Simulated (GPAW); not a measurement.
The system is C.

```
CELL_PARAMETERS angstrom
0.00000 1.78337 1.78337
1.78337 0.00000 1.78337
1.78337 1.78337 0.00000
ATOMIC_POSITIONS crystal
C 0.25000 0.25000 0.25000
C 0.00000 0.00000 0.00000
```

This isn't the form of C at room conditions, which is graphite.

Program: GPAW 26.7.0. Alike in all runs: no spin polarisation; cell as given; smearing fermi-dirac 0.05 eV.

Q: Order these runs on this cell by their band gap on the k mesh, lowest first.
A. level TASK; potentials or basis GPAW PAW data sets (gpaw-data 1.2.1), pw; k mesh 10 × 10 × 10; cutoff (eV) 800; maxiter 150; band path GXWKGLUWLK,UX; band points 60; mesh quality not flagged
B. level HSE03; potentials or basis GPAW PAW data sets (gpaw-data 1.2.1), pw; k mesh 6 × 6 × 6; cutoff (eV) 600; maxiter 60; mesh quality coarse
C. level PBE; potentials or basis JTH PAW 2.0, PBE, pw; k mesh 10 × 10 × 10; cutoff (eV) 800; maxiter 150; band path GXWKGLUWLK,UX; band points 80; data set C jth; mesh quality not flagged

A: C (4.17 eV), A (4.38 eV), B (5.45 eV).

Caveats: some runs use coarse meshes; the program truncates these outside data sets (some runs).

A k mesh can miss the band edges.
